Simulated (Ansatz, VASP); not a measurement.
# Cl in VASP and in Ansatz

```
CELL_PARAMETERS angstrom
3.10249 -2.21959 0.00000
3.10249 2.21959 0.00000
0.00000 0.00000 8.09904
ATOMIC_POSITIONS crystal
Cl 0.37000 0.63000 0.40000
Cl 0.13000 0.87000 0.90000
Cl 0.63000 0.37000 0.60000
Cl 0.87000 0.13000 0.10000
```

Alike in both runs: task single point; functional PBE; k mesh 7 × 7 × 4; occupations fermi-dirac, width 0.05 eV; no spin polarisation.

|  | VASP | Ansatz |
| --- | --- | --- |
| version | VASP 6.6.1 | Ansatz 0.2.0 |
| potentials or method | VASP PAW PBE potentials, release 64 (Cl) | Ansatz PAW |
| plane-wave cutoff (eV) | 520 | 420 |
| valence electrons in the cell | 28 | 28 |

```tsv
	VASP	Ansatz	Ansatz less VASP
gap on the k mesh at the Fermi level (eV)	2.69	2.64	-0.050
least direct gap on the mesh (eV)	2.75	2.70	-0.050
pressure (GPa)	1.5	2.0	+0.43
largest component of the traceless stress (GPa)	0.22	0.59	+0.379
rms of the force components (eV/Å)	0.195	0.313	+0.1184
```

Atom by atom the forces differ by 0.121 eV/Å (rms over components). One of these differences is far larger than is usual between the two programs; its cause wasn't traced.

Caveats: an odd mesh through Γ misses points on the zone boundary, where band edges often lie (VASP); odd divisions of the mesh miss points on the zone boundary, where band edges often lie, so the gap on the mesh can be too wide (Ansatz).
